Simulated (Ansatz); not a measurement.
# Nudged elastic band run: Si₁₆H

Input:

```yaml
crystal:
  lattice:
    - [0.0, 5.43, 5.43]
    - [5.43, 0.0, 5.43]
    - [5.43, 5.43, 0.0]
  atoms:
    - { symbol: Si, position: [0.00786049, 0.0003236, -0.00835913] }
    - { symbol: Si, position: [0.13012754, 0.1271579, 0.1160934] }
    - { symbol: Si, position: [0.00542354, 0.0046224, 0.49055183] }
    - { symbol: Si, position: [0.13212164, 0.12537247, 0.61729909] }
    - { symbol: Si, position: [0.00724553, 0.5026423, -0.01240889] }
    - { symbol: Si, position: [0.1301431, 0.62674861, 0.11608088] }
    - { symbol: Si, position: [0.00541325, 0.49956946, 0.49054029] }
    - { symbol: Si, position: [0.12802339, 0.62946759, 0.61319311] }
    - { symbol: Si, position: [0.50534914, 0.00628073, -0.00957983] }
    - { symbol: Si, position: [0.63237338, 0.12497287, 0.11764415] }
    - { symbol: Si, position: [0.50645728, 0.00026135, 0.4931366] }
    - { symbol: Si, position: [0.63097732, 0.12718055, 0.61521768] }
    - { symbol: Si, position: [0.50535189, 0.49795213, -0.00954924] }
    - { symbol: Si, position: [0.63095895, 0.6264703, 0.11613995] }
    - { symbol: Si, position: [0.50240105, 0.50263497, 0.49245221] }
    - { symbol: Si, position: [0.63096865, 0.62672596, 0.61526348] }
    - { symbol: H, position: [0.47503637, 0.78267403, 0.95998562] }
magnetization:
  spin_polarized: true
basis:
  ecutwfc: 250.0
kpoints:
  mp_grid: { grid: [2, 2, 2] }
hamiltonian:
  xc: pbe
scf:
  occupations: { method: gaussian, width: 0.02 }
  lower_state_search: "off"
  max_iter: 61
neb:
  images: 3
  f_tol: 0.05
  max_iterations: 50
  order_check: false
  final_atoms:
    - { symbol: Si, position: [-0.00140161, 0.00577343, -0.00977549] }
    - { symbol: Si, position: [0.12557356, 0.13203358, 0.11669643] }
    - { symbol: Si, position: [0.001819, 0.00329375, 0.49289507] }
    - { symbol: Si, position: [0.12664677, 0.13170824, 0.61516787] }
    - { symbol: Si, position: [0.00184396, 0.50836072, -0.0121959] }
    - { symbol: Si, position: [0.12672143, 0.63059933, 0.11619853] }
    - { symbol: Si, position: [-0.00085432, 0.50615425, 0.49060965] }
    - { symbol: Si, position: [0.12882772, 0.62883078, 0.61336193] }
    - { symbol: Si, position: [0.50525836, 0.00575829, -0.00968515] }
    - { symbol: Si, position: [0.62527399, 0.13237211, 0.11698036] }
    - { symbol: Si, position: [0.50008562, 0.00719056, 0.49250695] }
    - { symbol: Si, position: [0.62629311, 0.13165727, 0.61527959] }
    - { symbol: Si, position: [0.50020414, 0.5078452, -0.00841063] }
    - { symbol: Si, position: [0.62632106, 0.6305984, 0.11620925] }
    - { symbol: Si, position: [0.50395962, 0.50612428, 0.4906432] }
    - { symbol: Si, position: [0.62493355, 0.6327771, 0.61724163] }
    - { symbol: H, position: [0.28206404, 0.97354795, 0.96147875] }
```

Command:

```bash
$ ansatz run input.yaml --threads 2 --pin off --max-ram 5120MiB --backend cpu --events-out ev --progress --plain --runs-dir out
```

Output, in part (warnings, iteration lines):

```
NEB end point (image 0): max|allowed force component| = 4.276e-2 eV/Å (the criterion of neb.relax_end_points is 1.000e-2)
NEB end point (image 4): max|allowed force component| = 2.031e-2 eV/Å (the criterion of neb.relax_end_points is 1.000e-2)
NEB iter   1: max|band force component| = 6.494e-1 eV/Å  barrier→ = 0.2307 eV  barrier← = 0.2312 eV  Δτ_max = 0.1715 Å  (40 SCF iters)
NEB iter   2: max|band force component| = 2.685e-1 eV/Å  barrier→ = 0.1541 eV  barrier← = 0.1545 eV  CI = image 2  Δτ_max = 0.2000 Å  (19 SCF iters)
NEB iter   3: max|band force component| = 2.315e-1 eV/Å  barrier→ = 0.1045 eV  barrier← = 0.1050 eV  CI = image 2  Δτ_max = 0.1007 Å  (18 SCF iters)
NEB iter   4: max|band force component| = 2.122e-1 eV/Å  barrier→ = 0.0848 eV  barrier← = 0.0853 eV  CI = image 2  Δτ_max = 0.0998 Å  (17 SCF iters)
NEB iter   5: max|band force component| = 2.906e-1 eV/Å  barrier→ = 0.0709 eV  barrier← = 0.0714 eV  CI = image 2  Δτ_max = 0.0993 Å  (18 SCF iters)
NEB iter   6: max|band force component| = 3.339e-1 eV/Å  barrier→ = 0.0587 eV  barrier← = 0.0592 eV  CI = image 2  Δτ_max = 0.1942 Å  (17 SCF iters)
NEB iter   7: max|band force component| = 3.865e-1 eV/Å  barrier→ = 0.0585 eV  barrier← = 0.0590 eV  CI = image 1  Δτ_max = 0.1919 Å  (18 SCF iters)
NEB iter   8: max|band force component| = 5.142e-1 eV/Å  barrier→ = 0.1413 eV  barrier← = 0.1417 eV  CI = image 1  Δτ_max = 0.1955 Å  (20 SCF iters)
NEB iter   9: max|band force component| = 4.145e-1 eV/Å  barrier→ = 0.1217 eV  barrier← = 0.1222 eV  CI = image 1  Δτ_max = 0.1198 Å  (19 SCF iters)
NEB iter  10: max|band force component| = 6.444e-2 eV/Å  barrier→ = 0.1075 eV  barrier← = 0.1080 eV  CI = image 1  Δτ_max = 0.0811 Å  (17 SCF iters)
NEB iter  11: max|band force component| = 5.858e-2 eV/Å  barrier→ = 0.1057 eV  barrier← = 0.1062 eV  CI = image 1  Δτ_max = 0.0279 Å  (16 SCF iters)
NEB iter  12: max|band force component| = 2.290e-2 eV/Å  barrier→ = 0.1047 eV  barrier← = 0.1052 eV  CI = image 1  Δτ_max = 0.0000 Å  (15 SCF iters)
```

The forces met the threshold. The profile has 2 maxima (images 1, 3) with wells between them (image 2): this band takes more than one step, which may be the mechanism or a detour left from its start path. The order of the stationary point at the top wasn't checked. The plane-wave cutoff is below what these datasets need, so energies and pressures aren't converged. Limits of this set-up: coarse k mesh, a small cell, in which the defect meets its images.

Final band:

| image | path coordinate (Å) | energy (eV) |
| --- | --- | --- |
| 0 | 0.00 | 0.000 |
| 1 | 0.72 | 0.105 |
| 2 | 1.53 | 0.004 |
| 3 | 2.34 | 0.074 |
| 4 | 3.15 | 0.000 |

Time of the run: 49 s on 2 threads of AMD EPYC 9R14 (Zen 4) (shared host), peak memory 0.72 GiB.
